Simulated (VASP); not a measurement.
Set up this calculation in VASP 6.6.1, as the native input.

| Property | Result |
| --- | --- |
| Task | relaxation of the atoms |
| Functional | PBEsol |
| Potentials or basis | VASP PAW PBE potentials, release 64 (Ag) |
| Cutoff | 520 eV |
| k mesh | 9 × 9 × 1 |
| Occupations | gaussian, width 0.05 eV |
| Spin | no spin polarisation |
| Dipole correction | yes |
| Atoms held fixed (from 0) | [0, 1, 2] |
| Further INCAR settings | ALGO = Normal; EDIFF = 1e-06; IBRION = 2; EDIFFG = -0.005; NSW = 60 |

The structure of Ag lies in POSCAR:

```
Ag
1.0
    2.8893797293      0.0000000000      0.0000000000
    0.0000000000      2.8893797293      0.0000000000
    0.0000000000      0.0000000000     25.2155000000
Ag
6
Selective dynamics
Direct
    0.5000000000      0.5000000000      0.2974361008  F F F
    0.0000000000      0.0000000000      0.3784616605  F F F
    0.5000000000      0.5000000000      0.4594872202  F F F
    0.0000000000      0.0000000000      0.5405127798  T T T
    0.5000000000      0.5000000000      0.6215383395  T T T
    0.0000000000      0.0000000000      0.7025638992  T T T
```

The slab is cut from a database's or a generator's crystal, which needn't be the stable form of the element.

The cell isn't the ideal one: the (1 0 0) slab of Ag, cut from the database cell, not relaxed.

The input as run:

INCAR

```
SYSTEM = Ag
PREC = Accurate
ENCUT = 520
EDIFF = 1E-6
ISMEAR = 0
SIGMA = 0.05
LREAL = .FALSE.
LASPH = .TRUE.
NELM = 80
ALGO = Normal
ISIF = 2
LWAVE = .FALSE.
LCHARG = .FALSE.
LDIPOL = .TRUE.
IDIPOL = 3
DIPOL = 0.5 0.5 0.500
GGA = PS
IBRION = 2
NSW = 60
EDIFFG = -0.005
```

KPOINTS

```
Automatic mesh
0
G
  9 9 1
  0 0 0
```

Potentials or basis: VASP PAW PBE potentials, release 64 (Ag).

Launch:

```bash
$ cat potpaw_PBE.64/Ag/POTCAR > POTCAR
$ mpirun -np 1 vasp_std > vasp.out
```

It gave:

* Energy gained by relaxing: 2.8 meV/atom
* Ionic steps: 16
* Band gap on the k mesh: none (metal or under the smearing width)

Wall time 14 min on 1 thread of Intel(R) Xeon(R) Platinum 8488C (Sapphire Rapids), with other jobs on the host, peak memory 0.37 GiB.
